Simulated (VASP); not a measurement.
Wanted: the native input for a VASP 6.6.1 run.

```
Task                   : single point
Functional             : PBEsol
Potentials or basis    : VASP PAW PBE potentials, release 64 (Pt, S)
Cutoff                 : 520 eV
k mesh                 : 9 × 9 × 5
Occupations            : fermi-dirac, width 0.05 eV
Spin                   : no spin polarisation
Ladder                 : free
Further INCAR settings : ALGO = Normal; EDIFF = 1e-07; NBANDS = 18
```

The structure of PtS2 lies in POSCAR:

```
PtS2
1.0
    3.5432000000      0.0000000000      0.0000000000
   -1.7716000000      3.0685012107      0.0000000000
    0.0000000000      0.0000000000      5.0388000000
Pt S
1 2
Direct
    0.0000000000      0.0000000000      0.0000000000
    0.6666666667      0.3333333333      0.7730000000
    0.3333333333      0.6666666667      0.2270000000
```

The input as run:

INCAR

```
SYSTEM = PtS2
ALGO = Normal
EDIFF = 1E-7
ENCUT = 520
GGA = PS
ISIF = 2
ISMEAR = -1
LASPH = .TRUE.
LCHARG = .TRUE.
LELF = .TRUE.
LREAL = .FALSE.
LVHAR = .TRUE.
LWAVE = .FALSE.
NBANDS = 18
NELM = 60
PREC = Accurate
SIGMA = 0.05
```

KPOINTS

```
k-points
0
G
  9 9 5
  0 0 0
```

Potentials or basis: VASP PAW PBE potentials, release 64 (Pt, S).

The run is started by

```console
$ cat potpaw_PBE.64/Pt/POTCAR potpaw_PBE.64/S/POTCAR > POTCAR
$ mpirun -np 1 vasp_std > vasp.out
```

It gave:

```json
{
 "Pressure": "6.1 GPa",
 "Largest force": "0.930 eV/Å",
 "Band gap on the k mesh": "0.96 eV, indirect (least direct gap 1.00 eV)"
}
```

Caveat: the PAW data sets were made with another functional, which shifts forces and pressure a little; spin-orbit coupling is left out, which moves the levels of the heavy elements; an odd mesh through Γ misses points on the zone boundary, where band edges often lie.

Wall time 21 s on 1 thread of Intel(R) Xeon(R) 6975P-C (Granite Rapids) (shared host), peak memory 0.2 GiB.
